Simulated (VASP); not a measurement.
# Te: relaxation of cell and atoms with PBEsol

Te:

```
Te
1.0
     4.45400    0.00000    0.00000
    -2.22700    3.85728    0.00000
     0.00000    0.00000    5.92400
Te
3
Direct
  0.26900 0.00000 0.33333
  0.00000 0.26900 0.66667
  0.73100 0.73100 0.00000
```

```json
{
  "Program": "VASP 6.6.1",
  "Task": "relaxation of cell and atoms",
  "Functional": "PBEsol",
  "Potentials or basis": "VASP PAW PBE potentials, release 64 (Te)",
  "Cutoff": "400 eV",
  "k mesh": "9 × 9 × 6",
  "Occupations": "gaussian, width 0.03 eV",
  "Spin": "no spin polarisation",
  "Target pressure": "1 GPa",
  "Pressure (GPa)": "1",
  "Further INCAR settings": "ALGO = Normal; EDIFF = 1e-07; IBRION = 2; EDIFFG = -0.003; NSW = 40; ISIF = 3"
}
```

- Relaxed volume: 31.18 Å³/atom
- Relaxed cell: a = 4.255 Å, b = 4.255 Å, c = 5.965 Å, α = 90.00°, β = 90.00°, γ = 120.00°
- Space group after relaxing (to 0.05 Å): P3_121 (No. 152)
- Energy change on relaxing (the enthalpy is what falls): -8.7 meV/atom
- Ionic steps: 16
- Pressure after relaxing: 1.0 GPa
- Band gap on the k mesh: none (metal or under the smearing width)

The path:
| step | energy change (eV) | largest force (eV/Å) | pressure (GPa) | volume (Å³) |
| --- | --- | --- | --- | --- |
| 1 | 0.0000 | 0.1284 | -0.88 | 101.78 |
| 2 | 0.0125 | 0.4105 | 2.08 | 96.01 |
| 3 | -0.0005 | 0.3335 | 1.22 | 97.50 |
| 4 | -0.0129 | 0.2642 | 1.23 | 96.39 |
| 5 | -0.0201 | 0.0921 | 1.61 | 93.04 |
| 6 | -0.0180 | 0.0751 | 1.68 | 92.66 |
| 7 | -0.0297 | 0.0593 | -0.20 | 95.34 |
| 8 | -0.0262 | 0.0245 | 0.98 | 93.61 |
| 9 | -0.0265 | 0.0171 | 0.98 | 93.62 |
| 10 | -0.0267 | 0.0068 | 0.99 | 93.63 |
| 11 | -0.0267 | 0.0066 | 0.99 | 93.63 |
| 12 | -0.0264 | 0.0052 | 1.00 | 93.57 |
| 13 | -0.0255 | 0.0015 | 1.03 | 93.42 |
| 14 | -0.0257 | 0.0023 | 1.04 | 93.45 |
| 15 | -0.0261 | 0.0037 | 1.03 | 93.51 |
| 16 | -0.0262 | 0.0007 | 0.99 | 93.54 |

Final structure:
```xyz
3
Lattice="4.2553 0.0000 0.0000 -2.1277 3.6852 0.0000 0.0000 0.0000 5.9646" Properties=species:S:1:pos:R:3 pbc="T T T"
Te    1.2312    0.0000    1.9882
Te    3.6397    1.0663    3.9764
Te    1.5121    2.6190    0.0000
```

Levels at points of the mesh, in eV from the Fermi level:
| k point | band 7 | band 8 | band 9 | band 10 | band 11 | band 12 |
| --- | --- | --- | --- | --- | --- | --- |
| (0.00, 0.00, 0.00) | -1.82 | -1.82 | -1.24 | 1.02 | 1.02 | 1.75 |
| (0.00, 0.00, 0.50) | -1.24 | -0.79 | -0.79 | 0.18 | 0.30 | 0.30 |

Run time: 3 min on 1 thread of Intel(R) Xeon(R) 6975P-C (Granite Rapids) (shared host), peak memory 0.21 GiB.

Caveat: the cell is relaxed towards a set pressure, so the enthalpy falls and the energy may rise; the PAW data sets were made with another functional, which shifts forces and pressure a little. Spin-orbit coupling is left out, which matters for the levels of Te.
